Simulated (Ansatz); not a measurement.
## AlNi (P4/mmm), a film clamped to a substrate

All numbers below come from DFT PBEsol, scalar-relativistic, plane waves, PAW in Ansatz 0.2.0. Settings: plane waves to 420 eV, k-mesh 20×20×20 (Γ-centred), Gaussian smearing 0.15 eV. No spin polarisation. A magnetic state may lie lower. Energies are free energies at this smearing, counted from the undisturbed cell; pressure is positive in compression.

Reference structure (relaxed at this level; it needn't be the usual structure):

```xyz
2
Lattice="2.0213 -2.0213 0.0000 2.0213 2.0213 0.0000 0.0000 0.0000 2.8694" Properties=species:S:1:pos:R:3 pbc="T T T"
Al    0.0000    0.0000    0.0000
Ni    2.0213    0.0000    1.4347
```

The cell (2 atoms, V0 = 23.45 Å³) is strained by p along both x and y and by q along z, fractional coordinates fixed. τp = (1/V0) ∂E/∂p = (σxx + σyy)(1 + p)(1 + q) and τq = (1/V0) ∂E/∂q = σzz(1 + p)², with tension positive.

```
     p q  ΔE (meV/atom)  τp (GPa)  τq (GPa)
 0.000   0.000           0.00     -0.23      0.18
-0.015   0.000           6.62    -12.06     -4.48
 0.015   0.000           5.65     10.31      4.40
 0.000  -0.015           1.71     -4.75     -3.35
 0.000   0.015           1.96      4.12      3.33
```

Get the second derivatives of the energy density.

Central differences give A = ∂τp/∂p = 746 GPa (C11 + C22 + 2 C12), C = ∂τq/∂q = 223 GPa (C33) and the cross term B = ∂τq/∂p = 296 GPa (C13 + C23); ∂τp/∂q = 296 GPa must equal B, and any difference shows higher-order terms. The ions are clamped.

A film of this crystal grows with z along the normal on a substrate that imposes p. How does its thickness respond, and what does the misfit cost?

Count p and q from the stress-free cell. A free surface needs τq = 0, so q = −(B/C) p = -1.33 p. The energy density left is (A − B²/C) p²/2 = M p², with the biaxial modulus M = 176 GPa; a misfit of 1 % costs 1.29 meV/atom, against 2.73 meV/atom if the thickness were held.

In a metal these slopes depend on the k mesh and the smearing.

The film offsets most of an imposed change in area through its thickness (q = -1.33 p), and this freedom cuts the cost of a 1 % misfit from 2.73 to 1.29 meV/atom. The reason lies in the CsCl-type arrangement. A volume-conserving tetragonal strain leaves the Al–Ni nearest-neighbour distances along the body diagonals unchanged to first order, so it meets mainly the weaker resistance of more distant neighbours and bond bending. A change of volume, by contrast, acts directly on the Ni d–Al sp bonds and the electron gas.

The slight tetragonality of the reference cell is probably a residue of the relaxation, since AlNi is known as a cubic B2 phase and the small remaining stresses push the cell back towards that shape. Clamping the ions costs nothing here, because both atoms sit on inversion centres and these strains cannot displace them relative to each other. The biaxial modulus holds for this film normal only; B2 AlNi is elastically anisotropic, and a film grown along the body diagonal should be stiffer.
